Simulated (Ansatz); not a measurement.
## Stress against strain in ZnO

```yaml
crystal:
  lattice:
    - [3.24940, 0.00000, 0.00000]
    - [-1.62470, 2.81406, 0.00000]
    - [0.00000, 0.00000, 5.20380]
  atoms:
    - { symbol: Zn, position: [0.33333, 0.66667, 0.00000] }
    - { symbol: Zn, position: [0.66667, 0.33333, 0.50000] }
    - { symbol: O, position: [0.33333, 0.66667, 0.38210] }
    - { symbol: O, position: [0.66667, 0.33333, 0.88210] }
```

Atom numbers follow the list: Zn1, Zn2, O3, O4.

The structure is an experimental refinement, used without relaxation.

Computed with DFT, PBE, all-electron LAPW, scalar-relativistic (Ansatz 0.2.0).

Numerical set-up: a Γ-centred 11×11×6 k mesh, Fermi–Dirac smearing of 0.02 eV, basis error target 0.5 meV/atom, no spin polarisation.

The strain is applied along the Cartesian axes of the cell as listed (the other components stay zero). Fractional coordinates are held (clamped ions).

σ is the change of stress from the unstrained cell, which is at 4.85 GPa; tension is positive, so slopes are stress–strain coefficients at that pressure.

Only quantities that a quadratic follows smoothly over the whole series are listed; rougher ones are left out.

```tsv
εzz	σzz (GPa)	σxx (GPa)
-0.0300	-10.17	-2.42
-0.0200	-6.45	-1.57
-0.0100	-3.08	-0.76
0.0000	0.00	0.00
0.0100	2.80	0.72
0.0300	7.64	2.06
```

Problem. Fit the series and read off the stiffness at zero strain.

Solution. Least-squares fits y = p0 + p1 x + p2 x² to the rows give σzz (GPa): p1 = 296, p2 = -1400; σxx (GPa): p1 = 74.6, p2 = -200. So C33 = 296 GPa and C13 = 75 GPa, for these axes.

Problem. One run, at εzz = 0.0200, is withheld. Predict its row.

Solution. The fits give 5.37, 1.41; the run gave 5.34, 1.41.
